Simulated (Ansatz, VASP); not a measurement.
**C in VASP and in Ansatz**

```
C
1.0
     1.23250    0.71158    3.36139
    -1.23250    0.71158    3.36139
     0.00000   -1.42317    3.36139
C
2
Cartesian
  0.0000 0.0000 1.7560
  0.0000 0.0000 8.3282
```

Change from the starting cell: mode 4 frozen in at +0.076 Å, equal normal strain along x, y and z +0.0000.

Alike in both runs: task single point; functional PBE; dispersion D3(BJ); k mesh 15 × 15 × 15; occupations gaussian, width 0.05 eV; no spin polarisation.

|  | VASP | Ansatz |
| --- | --- | --- |
| version | VASP 6.6.1 | Ansatz 0.2.0 |
| potentials or method | VASP PAW PBE potentials, release 64 (C) | scalar-relativistic, plane waves, PAW |
| plane-wave cutoff (eV) | 520 | 520 |
| valence electrons in the cell | 8 | 8 |

```tsv
	VASP	Ansatz	Ansatz less VASP
gap on the k mesh at the Fermi level (eV)	0.44	0.44	-0.001
least direct gap on the mesh (eV)	0.44	0.44	-0.001
pressure (GPa)	-0.8	-1.3	-0.45
largest component of the traceless stress (GPa)	2.58	2.07	-0.512
rms of the force components (eV/Å)	1.457	1.462	+0.0053
```

Atom by atom the forces differ by 0.005 eV/Å (rms over components).

Caveats: an odd mesh through Γ misses points on the zone boundary, where band edges often lie; forces of over 1 eV/Å show positions far from the minimum, so gaps and moduli don't describe the material at rest.
